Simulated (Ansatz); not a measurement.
**BeO: response to strain**

Consider BeO in the wurtzite structure (space group P6_3mc, No. 186).

```
BeO
1.0
    2.71181     0.00000     0.00000
   -1.35591     2.34850     0.00000
    0.00000     0.00000     4.40456
Be O
2 2
Cartesian
  1.35591   0.78283   0.00656
  0.00000   1.56567   2.20884
  1.35591   0.78283   2.74717
  0.00000   1.56567   0.54489
```

Cartesian axes are those of the cell as printed.

Strains are applied to the cell and any free atomic positions relax; under biaxial strain the out-of-plane vector relaxes too.

Level of theory: PBE (Ansatz, an electronic-structure program, PAW, no spin-orbit coupling).

Candidates:
(a) uniaxial strain ε_xx = +2.69 %
(b) biaxial strain +2.09 %, plane normal [001], relaxed out of plane
(c) uniaxial strain ε_xx = +2.05 %

Before the change:

| Property | Value |
|---|---|
| Band gap | 7.45 eV |

Question: Order them by band gap, lowest first.

Answer: (b) biaxial strain +2.09 %, plane normal [001], relaxed out of plane (7.03 eV), (a) uniaxial strain ε_xx = +2.69 % (7.14 eV), (c) uniaxial strain ε_xx = +2.05 % (7.21 eV)

No phonon test of stability was made.
